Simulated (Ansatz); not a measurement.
**CdS (CsCl type): Wannier functions and tight-binding models**

Where do the localised orbitals of CdS (CsCl type) sit, how far are they spread, and how do the settings change that? Plan: PBE, all s p, disentangled, 6×6×6; r2SCAN, anion s p, 6×6×6; r2SCAN, metal d and anion p, 6×6×6; r2SCAN, metal d, 6×6×6 (level, trial orbitals, Wannier mesh).

Program: Ansatz 0.2.0. Level of theory: plane waves, PAW. These are calculated values, not measurements.

2 further runs of the same task are left out: 2 that didn't finish. Runs told in other sessions of the task aren't counted.

### Step 1. The structure to begin with

The structure is cubic, space group Pm-3m (No. 221). The conventional cell has a = 3.387 Å, b = 3.387 Å, c = 3.387 Å, α = 90.00°, β = 90.00°, γ = 90.00°. Cd (site symmetry m-3m) is surrounded by 8 S at 2.93 Å. S (site symmetry m-3m) has 8 Cd at 2.93 Å in its first shell of neighbours.

As a file:

```xyz
2
Lattice="3.3869 0.0000 0.0000 0.0000 3.3869 0.0000 0.0000 0.0000 3.3869" Properties=species:S:1:pos:R:3 pbc="T T T"
Cd    0.0000    0.0000    0.0000
S     1.6935    1.6935    1.6935
```

The cell was relaxed beforehand with r2SCAN; those runs aren't shown.

### Step 2. PBE, all s p, disentangled, 6×6×6

input.yaml

```yaml
crystal:
  lattice:
    - [3.3869086123, 0.0, 0.0]
    - [0.0, 3.3869086123, 0.0]
    - [0.0, 0.0, 3.3869086123]
  atoms:
    - { symbol: Cd, position: [0.0, 0.0, 0.0] }
    - { symbol: S, position: [0.5, 0.5, 0.5] }
kpoints:
  mp_grid: { grid: [6, 6, 6] }
  band_path:
    path:
      - [[0.0, 0.0, 0.0], [-8.671998652176e-51, 0.5, -9.92507487396e-69], [0.5, 0.5, -1.042505709154e-34], [0.0, 0.0, 0.0], [0.5, 0.5, 0.5], [-8.671998652176e-51, 0.5, -9.92507487396e-69]]
      - [[0.5, 0.5, 0.5], [0.5, 0.5, -1.042505709154e-34]]
    npoints: 10
hamiltonian:
  xc: pbe
scf:
  occupations: { method: fermi_dirac, width: 0.02 }
  n_extra_bands: 8
output:
  forces: false
  stress: false
  eigenvalues: true
  wannier:
    kmesh: [6, 6, 6]
    projections:
      - { species: S, l: s, shell: 3 }
      - { species: S, l: p, shell: 3 }
      - { species: Cd, l: s, shell: 5 }
      - { species: Cd, l: p, shell: 5 }
    minimise: true
    write_hr: true
    conv_tol: 1.0e-08
    max_iter: 3000
    disentanglement: { window: [-14.75, 27.25], frozen_window: [3.25, 12.75] }
  write_density: true
  write_potential: true
  elf: true
  volumetric_format: npy
```

The run is started by

```sh
> ansatz run input.yaml --threads 4 --pin off --max-ram 3686MiB --backend cpu --events-out ev --progress --plain --runs-dir out
```

Log:

```text
Warning: RAYON_NUM_THREADS=4 ignored (pool sized by the plan → 4); use --threads N
Cd: the file doesn't list 5p, so it is added from the neutral free atom; the dataset's partial waves leave at most 1.3e-2 of an orbital's norm unspanned inside its sphere
scf.n_extra_bands = 8 over 13 filled bands (N_el = 26.0): the run solves 21 bands
Engine: ansatz 0.2.0, aarch64-unknown-linux-gnu
Pseudopotentials: kind: paw
Pseudopotential: Cd, paw, valence charge 20, recommended cutoff 420 eV (normal), Cd.paw.azcp
Pseudopotential: S, paw, valence charge 6, recommended cutoff 420 eV (normal), S.paw.azcp
Functional definition: PBE
  parameter kappa = 0.804
  parameter beta = 0.06672455060314922
  exchange = pbe_x(kappa = kappa, mu = beta*pi^2/3)
  correlation = pbe_c(beta = beta)
Crystal: 2 atoms, lattice volume = 38.852 Å³
Basis set: ecut = 420 eV, 751 PW (Γ)
Bands: 21, of which v1, the nominal top of the filled ones, is band 13 counted from 1 (12 counted from 0)
Symmetry: 48 space group operations
Space group: Pm-3m (ITA 221), of the structure as read, at distance tolerance 3.4e-5 Å
k-points: 20 of 216
Non-local potential: Cd, projectors of the file, l = 0: 3, l = 1: 2, l = 2: 2, l = 3: 1
Non-local potential: S, projectors of the file, l = 0: 2, l = 1: 2, l = 2: 2
PAW form: soft (Blöchl's): semilocal exchange-correlation on the pseudo side does not see the compensation charge
PAW one-centre angular grid: Cd, 590 points (default); XC on 64 Gauss nodes
PAW one-centre angular grid: S, 110 points (default); XC on 64 Gauss nodes
Initial density: superposition of atomic densities (neutral atoms: chi_scale 0, normalization atom), corrected by the library's trained network
Initial wavefunctions: pseudopotential atomic-orbital guess
Functional: x = pbe(κ = 0.804, μ = 0.2195149727645171), c = pbe(β = 0.06672455060314922)
SCF iter   1: F=—  HF=-9156.545325 eV  |F-HF|=—  |Δ(HF+E_count)|=         —  Δρ=5.69e-3  dr2=2.58e-2  ethr=1.77e-3  ⟨swp⟩=4.7  Hψ=1988  notcnv=0  defer=1
preconditioner: auto → none  [insulator: Δε(μ)=0.407 eV  Ē_g=16.085 eV  σ=0.020 eV  W_gap=0.68  n_scr=6 (ndim 8)  ℏωp=25.3 eV  f_vac=0.000  D(μ)=3.24/eV (n_scr^D=32)  ε∞_Penn≈3.5]
SCF iter   2: F=—  HF=-9156.538173 eV  |F-HF|=—  |Δ(HF+E_count)|=   7.15e-3  Δρ=2.30e-3  dr2=2.40e-3  ethr=9.93e-5  ⟨swp⟩=2.9  Hψ=755  notcnv=0  defer=45
SCF iter   3: F=—  HF=-9156.537429 eV  |F-HF|=—  |Δ(HF+E_count)|=   7.44e-4  Δρ=4.66e-4  dr2=5.18e-5  ethr=9.23e-6  ⟨swp⟩=2.0  Hψ=642  notcnv=0  defer=45
SCF iter   4: F=—  HF=-9156.537450 eV  |F-HF|=—  |Δ(HF+E_count)|=   2.14e-5  Δρ=2.08e-4  dr2=8.15e-6  ethr=1.99e-7  ⟨swp⟩=1.4  Hψ=430  notcnv=0  defer=45
iter 5 did not close the SCF: its close was put off for the readings that it lacked (scf_convergence_deferred on its scf_iter line)
SCF iter   5: F=-9156.537456 eV  HF=-9156.537456 eV  |F-HF|=5.00e-8  |Δ(HF+E_count)|=   5.25e-6  Δρ=1.38e-5  dr2=2.68e-8  ethr=3.14e-8  ⟨swp⟩=2.9  Hψ=589  notcnv=0  defer=45
SCF iter   6: F=-9156.537456 eV  HF=-9156.537456 eV  |F-HF|=2.80e-10  |Δ(HF+E_count)|=   5.54e-8  Δρ=1.35e-6  dr2=4.04e-10  ethr=1.03e-10  ⟨swp⟩=5.2  Hψ=1545  notcnv=0
SCF 1 converged in 6 iterations: F = -9156.537456 eV  dr2 = 4.04e-10
NSCF: frozen V_eff on 62 k-points
NSCF: frozen V_eff on 23 k-points
the Wannier pass solved 23 of the 216 points of its mesh, and has the states at the others by symmetry: states obtained by the crystal's operations at points that were solved too leave a residual of 3.68e-13 eV (read by the count's bands and the next), within 4.76e-6 eV
NSCF: frozen V_eff on 23 k-points
the Wannier pass solved 23 of the 216 points of its mesh, and has the states at the others by symmetry: states obtained by the crystal's operations at points that were solved too leave a residual of 6.31e-13 eV (read by the count's bands and the next), within 4.76e-6 eV
SCF converged after 6 iterations
Free energy (F): -9156.537456 eV
Harris-Foulkes:  -9156.537456 eV  (|F-HF|=2.80e-10)
Internal energy: -9156.533693 eV  (E = F + TS)
E sigma→0 (E₀):  -9156.535574 eV
Entropy (-TS):   -0.003763 eV (-1.882 meV/atom)
Fermi energy:    11.260775 eV
--- Per-component energies (eV) ---
  E_band       = -420.118890
  E_kinetic    = 611.100230
  E_local      = -3429.237732  (includes V_loc(G=0)·N_el)
  E_nonlocal   = 63.542652
  E_hartree    = 1594.927344
  E_xc         = -273.180717
  E_vxc        = -308.195391  (∫ρ·V_xc dr)
  E_paw        = -4684.826932  (= ΣΔE_a)
  E_vpaw       = -547.182568  (= ΣTr[D̂ρ^β])
  E_aug_tail   = 0.000014  (compensation charges beyond the density's cutoff)
  E_ewald      = -3038.858553
  E_smearing   = -0.003763  (= −TS)
  E_closure    = -0.000000  (closes the sum)
  Σ components = -9156.537456   (vs F -9156.537456, Δ=0.00e0)
--- Band table (eV; the first three rows and the last of 20) ---
  k-point 0: bands = ["-91.3165", "-52.3864", "-52.3864", "-52.3864", "-2.2505", "2.3540", "2.3540", "2.9495", "2.9495", "2.9495", "9.9872", "9.9872", "9.9872", "10.2358", "17.7800", "17.7800", "22.9449", "22.9449", "22.9449", "25.4252", "25.4252"]
  k-point 1: bands = ["-91.3164", "-52.3879", "-52.3863", "-52.3863", "-2.0274", "2.3708", "2.4341", "2.8772", "2.8772", "2.9562", "7.8395", "10.2607", "10.2607", "11.9401", "17.8954", "18.3952", "21.2914", "21.2914", "22.1818", "25.3695", "26.4149"]
  k-point 2: bands = ["-91.3163", "-52.3909", "-52.3861", "-52.3861", "-1.4894", "2.4048", "2.5311", "2.7400", "2.7400", "2.9696", "5.9590", "10.8760", "10.8760", "13.3400", "17.2988", "18.1746", "19.2456", "19.2456", "24.1265", "24.3081", "25.2574"]
  k-point 19: bands = ["-91.3158", "-52.3915", "-52.3915", "-52.3915", "0.3077", "2.2273", "2.2273", "2.2273", "3.1569", "3.1569", "9.1716", "9.1716", "9.1716", "12.9268", "12.9268", "12.9268", "14.0330", "28.6163", "28.6163", "28.6232", "28.6232"]
Wannier search: line search 1 of at most 3000: gauge-dependent spread (as the search counts it) 6.0141869 Å², largest recent change 2.5e0 Å² and fall left 2.4e-2 Å² against conv_tol 1.0e-8 Å², 0 stops escaped
WARN: <dir> 72 periodic images of 72 elements of H(R) lie 4.88e-4 to 1.95e-3 Å beyond their element's nearest image, near the 9.77e-4 Å window within which an element is shared among its images; whether they share it moves the interpolated H(k) by 1.1e-2 eV (Frobenius norm, root mean square over the Brillouin zone); at the model's own mesh points H(k) does not change
```

It took 2.3 s on 4 threads of Arm Neoverse V2, shared host; peak memory 0.39 GiB.

wannier.win, as written (k points left out):

```
! ansatz wannier90 interface
! projections by site (counted from 0) and shell: 1 3S, 1 3P, 0 5S, 0 5P
! states of the run's bands (counted from 1): 1-23
num_bands = 23
num_wann  = 8
num_iter  = 2000
conv_tol = 1e-8
conv_window = 5
dis_win_min = -14.75
dis_win_max = 27.25
dis_froz_min = 3.25
dis_froz_max = 12.75
dis_num_iter = 10000
guiding_centres = true
write_hr = true

begin unit_cell_cart
Ang
  3.3869086123  0.0  0.0
  0.0  3.3869086123  0.0
  0.0  0.0  3.3869086123
end unit_cell_cart

begin atoms_frac
Cd  0.0  0.0  0.0
S  0.5  0.5  0.5
end atoms_frac

mp_grid = 6 6 6
```

The windows are typed on the program's own energy scale, on which the last band filled by count tops at 11.25 eV (the bands overlap, so it is not filled everywhere).

The head of wannier.spreads.toml:

```toml
omega_i_ang2 = 13.393939156589454
omega_d_ang2 = 0.007110983284902573
omega_od_ang2 = 3.2275219528948087
omega_total_ang2 = 16.628572092769165
least_projectability = 0.23788978564191582
b_vectors_match_mmn = true
n_iter = 75
converged = true
rejected_fitted_steps = 0
dis_converged = true
dis_n_iter = 133
dis_n_moved = 0
dis_level_miss = 0.008632310997192194
```

The functions (centres in Å, on-site energies from the highest level of the last filled band):

```
n       x       y       z  spread (Å²)  on-site (eV)  nearest atoms  distance (Å)
1   2.020   1.431   1.432        1.548        -2.720             S2          0.49
2   1.757   1.606   2.174        1.550        -2.677             S2          0.49
3   1.236   1.564   1.564        1.548        -2.678             S2          0.49
4   1.758   2.174   1.605        1.550        -2.677             S2          0.49
5  -0.431  -0.420  -0.420        2.594         3.465            Cd1          0.73
6  -0.127  -0.130   0.705        2.614         3.607            Cd1          0.73
7   0.701  -0.137  -0.137        2.610         3.573            Cd1          0.73
8  -0.127   0.705  -0.130        2.614         3.607            Cd1          0.73
```

The largest hoppings ⟨m, 0|H|n, R⟩, one of each Hermitian pair (signs follow the phases of the functions):

```
m  n      R  distance (Å)  t (eV)
1  3  0 0 0          0.81   2.552
1  4  0 0 0          0.81  -2.548
1  2  0 0 0          0.81  -2.548
3  4  0 0 0          0.80   2.531
2  3  0 0 0          0.80   2.531
2  4  0 0 0          0.80  -2.524
4  6  1 1 0          2.06  -1.761
2  8  1 0 1          2.06  -1.758
2  5  1 1 1          1.98  -1.709
4  5  1 1 1          1.98  -1.709
1  6  1 0 0          2.12  -1.706
1  8  1 0 0          2.12  -1.705
5  7  0 0 0          1.20  -1.660
5  6  0 0 0          1.20  -1.646
```

Interpolated bands at the corners of the path, eV from the highest level of the last filled band:

```
point      e1     e2     e3     e4     e5     e6     e7     e8
    Γ  -13.50  -1.26  -1.26  -1.26  -1.01  11.70  11.70  11.70
    X  -12.39  -6.00  -0.01  -0.01   3.27   4.43   7.13   7.13
    M   -7.91  -4.52  -4.52  -1.06   0.00   7.60   7.60  11.76
    Γ  -13.50  -1.26  -1.26  -1.26  -1.01  11.70  11.70  11.70
    R  -10.94  -2.08  -2.08  -2.08   1.68   1.68   1.68   2.78
    X  -12.39  -6.00  -0.01  -0.01   3.27   4.43   7.13   7.13
    R  -10.94  -2.08  -2.08  -2.08   1.68   1.68   1.68   2.78
    M   -7.91  -4.52  -4.52  -1.06   0.00   7.60   7.60  11.76
```

Along the path each interpolated band stays within 1.51, 0.03, 0.04, 0.01, 0.06, 1.01, 0.85, 0.96 eV of the nearest computed level, from the lowest band up; bands outside the frozen window needn't match, and between the mesh's points a coarse mesh lets the others stray too.

Misses of an eV or more mean that the model does not follow those bands.

The least projectability is 0.24: some state is hardly reached by the trial orbitals.

Density in a lattice plane of the grid's cell (edges 3.39 and 3.39 Å, at 0.000 of the third edge), which holds Cd.

Ten even steps from ' ' (0.08 e/Å³) to '@' (26.58 e/Å³):
```
%%##**==::..                          ..::==**##
**++==::..                              ..::==++
----::..                                  ..::--
......                                      ....
                                                
                                                
                                                
                                                
                                                
                                                
                                                
                                                
                                                
                                                
                                                
......                                      ....
----::..                                  ..::--
**++==::..                              ..::==++
%%##**==::..                          ..::==**##
@@%%##==::..                          ..::==##%%
```
Columns run along the first of these edges and rows up along the second, over one cell in 24 and 20 even steps from the bottom left corner. Atoms in the plane (fractional): Cd at (0.00, 0.00).

ELF in the same plane.

Ten even steps from '0' (0.08) to '9' (0.92):
```
987654311000000011345678
776543210000000001234567
655432110000000001123455
444321100000000000112344
332211000000000000011223
111100000000000000000111
000000000000000000000000
000000000000000000000000
000000000000000000000000
000000000000000000000000
000000000000000000000000
000000000000000000000000
000000000000000000000000
111100000000000000000111
332211000000000000011223
444321100000000000112344
655432110000000001123455
776543210000000001234567
987654311000000011345678
998654311000000011345689
```
Columns run along the first of these edges and rows up along the second, over one cell in 24 and 20 even steps from the bottom left corner. Atoms in the plane (fractional): Cd at (0.00, 0.00).

Both are smooth fields of the valence electrons: close to the nuclei they are not physical.

The highest ELF values outside the cores: 0.86 in the shell around S, 0.9 Å from S.

(Part 1 of 2 ends here.)
